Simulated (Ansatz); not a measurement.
What does this script print? It uses Ansatz 0.2.0, Python API.

The script, `convert.py`:
```python
from pathlib import Path

import ansatz as az

EXTRA_BANDS = 8
CUTOFF_EV = 420
K_SPACING = 0.52
FUNCTIONAL = "lda"


def main() -> None:
    lattice = az.Lattice.of(
        (2.2085, 1.275078, 9.946667),
        (-2.2085, 1.275078, 9.946667),
        (0.0, -2.550156, 9.946667),
    )
    sites = [
        ("Bi", (0.188, 0.188, 0.188)),
        ("Bi", (0.598, 0.598, 0.598)),
        ("Te", (0.389, 0.389, 0.389)),
        ("Te", (0.8, 0.8, 0.8)),
        ("Te", (0.0, 0.0, 0.0)),
    ]
    bi2te3 = az.Crystal(lattice=lattice)
    for symbol, position in sites:
        bi2te3 = bi2te3.atom(symbol, position)

    calc = (
        bi2te3.calculation()
        .scf(extra_bands=EXTRA_BANDS, lower_state_search="light")
        .basis(CUTOFF_EV, density_ratio=8)
        .kpoints(spacing=K_SPACING)
        .occupations(az.OccupationsMethod.FIXED)
        .pseudopotentials("paw")
        .functional(FUNCTIONAL)
        .phonons("fd", supercell=2, temperatures=(0, 800, 100))
    )
    Path("written.yaml").write_text(calc.to_yaml())
    back = az.Calculation.from_yaml("written.yaml")
    print(back.to_python())
    print("same input:", back.to_yaml() == calc.to_yaml())


if __name__ == "__main__":
    main()
```

Output of `python convert.py`:
```text
(
    az.Lattice.of(((2.2085, 1.275078, 9.946667), (-2.2085, 1.275078, 9.946667), (0.0, -2.550156, 9.946667)))
    .atom("Bi", (0.188, 0.188, 0.188))
    .atom("Bi", (0.598, 0.598, 0.598))
    .atom("Te", (0.389, 0.389, 0.389))
    .atom("Te", (0.8, 0.8, 0.8))
    .atom("Te", (0.0, 0.0, 0.0))
    .calculation()
    .basis(cutoff=420.0, density_ratio=8)
    .kpoints(spacing=0.52)
    .functional("lda")
    .pseudopotentials(kind="paw")
    .scf(extra_bands=8, lower_state_search="light")
    .occupations(method="fixed")
    .phonons(method="fd", supercell=(2, 2, 2), temperatures=(0.0, 800.0, 100.0))
)

same input: True
```

`written.yaml`, as written:
```yaml
crystal:
  lattice:
    - [2.2085, 1.275078, 9.946667]
    - [-2.2085, 1.275078, 9.946667]
    - [0.0, -2.550156, 9.946667]
  atoms:
    - { symbol: Bi, position: [0.188, 0.188, 0.188] }
    - { symbol: Bi, position: [0.598, 0.598, 0.598] }
    - { symbol: Te, position: [0.389, 0.389, 0.389] }
    - { symbol: Te, position: [0.8, 0.8, 0.8] }
    - { symbol: Te, position: [0.0, 0.0, 0.0] }
basis:
  ecutwfc: 420.0
  ecutrho_ratio: 8
kpoints:
  mp_grid:
    kspacing: 0.52
hamiltonian:
  xc: lda
  pseudopotentials:
    kind: paw
scf:
  n_extra_bands: 8
  lower_state_search: light
  occupations:
    method: fixed
phonons:
  method: fd
  supercell: [2, 2, 2]
  temperatures:
    t_min: 0.0
    t_max: 800.0
    t_step: 100.0
```

The input is only written out: it wasn't run, and its settings aren't tested. Fixed occupations are right only where the crystal has a gap.
